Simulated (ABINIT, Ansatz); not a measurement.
**The equilibrium volume of WS2, sorted by core time**

Symmetry: P-6m2, No. 187, hexagonal system. The conventional cell has a = 3.184 Å, b = 3.184 Å, c = 16.951 Å, α = 90.00°, β = 90.00°, γ = 120.00°. Around W (site symmetry -6m2) lie 6 S at 2.41 Å. Around S (site symmetry 3m) lie 3 W at 2.41 Å.

Measurements of this composition are mostly on another form, of space group No. 194.

The cell holds a layer with vacuum beside it, so values per volume hang on the cell's height.

| rung | level | program and potentials | cutoff (eV) | k mesh | core time | chip | equilibrium volume (Å³/atom) | notes |
| --- | --- | --- | --- | --- | --- | --- | --- | --- |
| GGA + dispersion | PBEsol+D3(BJ)+ATM | Ansatz, Ansatz PAW | 420 | 10 × 10 × 2 | 27 s | Intel Xeon Platinum 8375C Ice Lake | 47.76 | potentials made for PBE, which Ansatz adapts in part |
| GGA | PBEsol | Ansatz, Ansatz PAW | 420 | 10 × 10 × 2 | 29 s | Intel Xeon Platinum 8375C Ice Lake | 48.43 | potentials made for PBE, which Ansatz adapts in part |
| GGA + dispersion | PBEsol+D3(BJ) | Ansatz, Ansatz PAW | 420 | 10 × 10 × 2 | 29 s | Intel Xeon Platinum 8375C Ice Lake | 47.71 | potentials made for PBE, which Ansatz adapts in part |
| GGA + dispersion | PBEsol+D4 | Ansatz, Ansatz PAW | 420 | 10 × 10 × 2 | 29 s | Intel Xeon Platinum 8375C Ice Lake | 47.95 | potentials made for PBE, which Ansatz adapts in part |
| GGA | BLYP | Ansatz, Ansatz PAW | 420 | 10 × 10 × 2 | 56 s | Intel Xeon Skylake/Cascade Lake | 52.03 | potentials made for PBE, which Ansatz adapts in part |
| hybrid | HSE06 | Ansatz, Ansatz PAW | 420 | 6 × 6 × 2 | 81 s | AMD EPYC 7R13 Zen 3 | 48.81 | potentials made for PBE, which Ansatz adapts in part |
| hybrid | PBE0 | Ansatz, Ansatz PAW | 420 | 5 × 5 × 1 | 92 s | INTEL XEON PLATINUM 8581C Emerald Rapids | 48.81 | coarse mesh; potentials made for PBE, which Ansatz adapts in part |
| LDA | LDA | ABINIT, JTH PAW LDA v2.0 | 544 | 8 × 8 × 2 | 13 min | Arm Neoverse V2 | 47.86 | - |

Times are single runs on shared hosts and different chips, so they are rough; meshes, cutoffs and the tasks' sizes weigh on the time. Task: relaxation of cell and atoms. All rows: no spin polarisation. Meshes differ between rows, which moves values too. Meshes are those of the run's cell of 3 atoms unless a note names another. Relaxations start from the cell shown or near it and stop with a little pressure left. Runs on faulty files, with rough fits or with known faults for this quantity aren't shown. PBE isn't shown for this crystal. No row holds spin-orbit coupling.

By rung: LDA 47.86; GGA + dispersion 47.71 to 47.95; GGA 48.43 to 52.03; hybrid 48.81; hybrid on coarse meshes 48.81 (Å³/atom).
